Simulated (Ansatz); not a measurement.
Data:

Relaxed NaBr (rock salt):

```
CELL_PARAMETERS angstrom
      0.00000     5.94759     5.94759
      2.97379     0.00000     2.97379
      2.97379     2.97379     0.00000
ATOMIC_POSITIONS crystal
  Br 0.00000 0.00000 0.00000
  Br 0.50000 0.00000 0.00000
  Na 0.25000 0.50000 0.50000
  Na 0.75000 0.50000 0.50000
```

In this cell atom 4 (Na, nearest neighbour Br at 2.974 Å; its periodic images, 4.2 Å or more away, move with it) is moved by s along Cartesian x, unit vector (1.000, 0.000, 0.000); all other atoms and the cell stay fixed.

Method: r2SCAN (plane waves to 500 eV, PAW, scalar-relativistic; Ansatz, a first-principles code). k mesh 4×8×8 (Γ-centred), Fermi-Dirac smearing 0.05 eV. E stands for the smeared free energy. Left out: 2 of 11 points, with atoms too close for the PAW data. NaBr was relaxed with its symmetry unable to fall. ΔE is measured from the undisplaced structure.

The scan covers s from -0.712 to 0.712 Å in 9 points.

### Question
Is this a single well or a double well?

### Answer
A single well with its minimum at or next to zero displacement.

### Question
Is the energy the same for equal positive and negative displacements?

### Answer
Even: the same for both signs. With its periodic images moving along, the atom's site symmetry in this cell is -3m.

### Question
What is the energy change at s = 0.712 Å?

### Answer
799 meV/cell.

### Question
What force acts on the atom along the line at s = -0.712 Å?

### Answer
3.50 eV/Å.

### Question
What is the force constant k = d²E/ds² of this move at s = 0?

### Answer
1.65 eV/Å².

(A displaced cell: forces are minus the slopes of the energy, force constants its curvatures, and phonons follow from these.)
